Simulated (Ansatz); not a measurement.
Geometry optimisation in Ansatz: input, command and trajectory.

```yaml
crystal:
  lattice:
    - [6.367877107, 0.0, 0.0026601859]
    - [0.0, 3.4675904648, 0.0]
    - [-0.0706983055, 0.0, 36.1717609905]
  atoms:
    - { symbol: Te, position: [0.0775788818, 0.75, 0.442798195] }
    - { symbol: Te, position: [0.9224211182, 0.25, 0.557201805] }
    - { symbol: Te, position: [0.5697103121, 0.25, 0.4591075362] }
    - { symbol: Te, position: [0.4302896879, 0.75, 0.5408924638] }
    - { symbol: Mo, position: [0.8193229193, 0.75, 0.5026976279] }
    - { symbol: Mo, position: [0.1806770807, 0.25, 0.4973023721] }
basis:
  ecutwfc: 420
kpoints:
  mp_grid: { grid: [6, 10, 1] }
hamiltonian:
  xc: pbesol
scf:
  occupations: { method: gaussian, width: 0.1 }
output:
  forces: true
  stress: true
  eigenvalues: true
relax:
  adjacent_minimum: "off"
  f_tol: 0.005
  max_steps: 50
  cell: { stress_tol: 0.05 }
```

```bash
ansatz run input.yaml --threads 2 --pin off --max-ram 5120MiB --backend cpu --events-out ev --progress --plain --runs-dir out
```

These are results of DFT PBEsol, scalar-relativistic, plane waves, PAW in Ansatz, not measurements.

Of 8 frames 8 are shown, positions in Å and forces in eV/Å; the SCF threshold varies from step to step. Steps run on the plane waves of an earlier cell, with a Pulay correction in the pressure. The basis is chosen afresh for the last frame, the zero of the energies, and at times for earlier ones too; energy and pressure step there, also at an unchanged geometry. The mark taken_back stands on steps that the optimiser undid.

```xyz
6
Lattice="6.3679 0.0000 0.0027 0.0000 3.4676 0.0000 -0.0707 0.0000 36.1718" Properties=species:S:1:pos:R:3:forces:R:3 pbc="T T T" step=1 free_energy_over_end_meV_per_atom=11.94 pressure_GPa=-0.68
Te    0.4627    2.6007   16.0170   -0.0058    0.0000    0.4491
Te    5.8345    0.8669   20.1574    0.0058    0.0000   -0.4491
Te    3.5954    0.8669   16.6082    0.0119    0.0000    0.3083
Te    2.7018    2.6007   19.5662   -0.0119    0.0000   -0.3083
Mo    5.1818    2.6007   18.1856    0.0725    0.0000    0.0142
Mo    1.1154    0.8669   17.9888   -0.0725    0.0000   -0.0142
6
Lattice="6.2391 0.0000 0.0029 0.0000 3.3921 0.0000 -0.0677 0.0000 36.1514" Properties=species:S:1:pos:R:3:forces:R:3 pbc="T T T" step=2 free_energy_over_end_meV_per_atom=23.63 pressure_GPa=0.97 taken_back
Te    0.4576    2.5441   16.0724    0.0548    0.0000   -1.1714
Te    5.7138    0.8480   20.0819   -0.0548    0.0000    1.1714
Te    3.5168    0.8480   16.6742   -0.0319    0.0000   -0.6841
Te    2.6546    2.5441   19.4801    0.0319    0.0000    0.6841
Mo    5.0984    2.5441   18.1725   -0.6421    0.0000    0.0018
Mo    1.0730    0.8480   17.9818    0.6421    0.0000   -0.0018
6
Lattice="6.3063 0.0000 0.0027 0.0000 3.4306 0.0000 -0.0698 0.0000 36.1402" Properties=species:S:1:pos:R:3:forces:R:3 pbc="T T T" step=3 free_energy_over_end_meV_per_atom=1.67 pressure_GPa=-0.18
Te    0.4583    2.5729   16.0182   -0.0033    0.0000    0.0364
Te    5.7782    0.8576   20.1248    0.0033    0.0000   -0.0364
Te    3.5596    0.8576   16.6005   -0.0088    0.0000    0.0742
Te    2.6769    2.5729   19.5424    0.0088    0.0000   -0.0742
Mo    5.1296    2.5729   18.1685    0.0064    0.0000   -0.0339
Mo    1.1069    0.8576   17.9744   -0.0064    0.0000    0.0339
6
Lattice="6.2813 0.0000 0.0042 0.0000 3.3967 0.0000 -0.0610 0.0000 36.1340" Properties=species:S:1:pos:R:3:forces:R:3 pbc="T T T" step=4 free_energy_over_end_meV_per_atom=0.19 pressure_GPa=0.02
Te    0.4588    2.5476   16.0099    0.0014    0.0000   -0.0154
Te    5.7615    0.8492   20.1283   -0.0014    0.0000    0.0154
Te    3.5425    0.8492   16.5943    0.0080    0.0000   -0.0040
Te    2.6778    2.5476   19.5439   -0.0080    0.0000    0.0040
Mo    5.1130    2.5476   18.1623   -0.0373    0.0000   -0.0066
Mo    1.1073    0.8492   17.9759    0.0373    0.0000    0.0066
6
Lattice="6.3019 0.0000 0.0041 0.0000 3.3824 0.0000 -0.0618 0.0000 36.1350" Properties=species:S:1:pos:R:3:forces:R:3 pbc="T T T" step=5 free_energy_over_end_meV_per_atom=-0.06 pressure_GPa=0.01
Te    0.4623    2.5368   16.0101   -0.0086    0.0000    0.0044
Te    5.7778    0.8456   20.1290    0.0086    0.0000   -0.0044
Te    3.5512    0.8456   16.5924   -0.0116    0.0000   -0.0042
Te    2.6889    2.5368   19.5468    0.0116    0.0000    0.0042
Mo    5.1274    2.5368   18.1576   -0.0533    0.0000    0.0179
Mo    1.1127    0.8456   17.9815    0.0533    0.0000   -0.0179
6
Lattice="6.3228 0.0000 0.0052 0.0000 3.3669 0.0000 -0.0555 0.0000 36.1363" Properties=species:S:1:pos:R:3:forces:R:3 pbc="T T T" step=6 free_energy_over_end_meV_per_atom=-0.15 pressure_GPa=0.00
Te    0.4616    2.5252   16.0126   -0.0020    0.0000    0.0062
Te    5.8056    0.8417   20.1290    0.0020    0.0000   -0.0062
Te    3.5635    0.8417   16.5880   -0.0210    0.0000    0.0167
Te    2.7037    2.5252   19.5536    0.0210    0.0000   -0.0167
Mo    5.1409    2.5252   18.1570   -0.0021    0.0000   -0.0047
Mo    1.1263    0.8417   17.9846    0.0021    0.0000    0.0047
6
Lattice="6.3195 0.0000 0.0052 0.0000 3.3720 0.0000 -0.0556 0.0000 36.1338" Properties=species:S:1:pos:R:3:forces:R:3 pbc="T T T" step=7 free_energy_over_end_meV_per_atom=-0.18 pressure_GPa=0.00
Te    0.4619    2.5290   16.0125    0.0018    0.0000   -0.0049
Te    5.8020    0.8430   20.1265   -0.0018    0.0000    0.0049
Te    3.5603    0.8430   16.5891   -0.0033    0.0000    0.0032
Te    2.7036    2.5290   19.5499    0.0033    0.0000   -0.0032
Mo    5.1389    2.5290   18.1558   -0.0017    0.0000    0.0035
Mo    1.1250    0.8430   17.9832    0.0017    0.0000   -0.0035
6
Lattice="6.3195 0.0000 0.0052 0.0000 3.3720 0.0000 -0.0556 0.0000 36.1338" Properties=species:S:1:pos:R:3:forces:R:3 pbc="T T T" step=8 free_energy_over_end_meV_per_atom=0.00 pressure_GPa=0.00
Te    0.4619    2.5290   16.0125    0.0018    0.0000   -0.0050
Te    5.8020    0.8430   20.1265   -0.0018    0.0000    0.0050
Te    3.5603    0.8430   16.5891   -0.0033    0.0000    0.0031
Te    2.7036    2.5290   19.5499    0.0033    0.0000   -0.0031
Mo    5.1389    2.5290   18.1558   -0.0017    0.0000    0.0035
Mo    1.1250    0.8430   17.9832    0.0017    0.0000   -0.0035
```

Time: 4.6 min on 2 threads of Arm Neoverse V1, with other jobs on the host, peak memory 1.4 GiB.

The cell holds layers, and where no dispersion correction was added their binding is poorly described.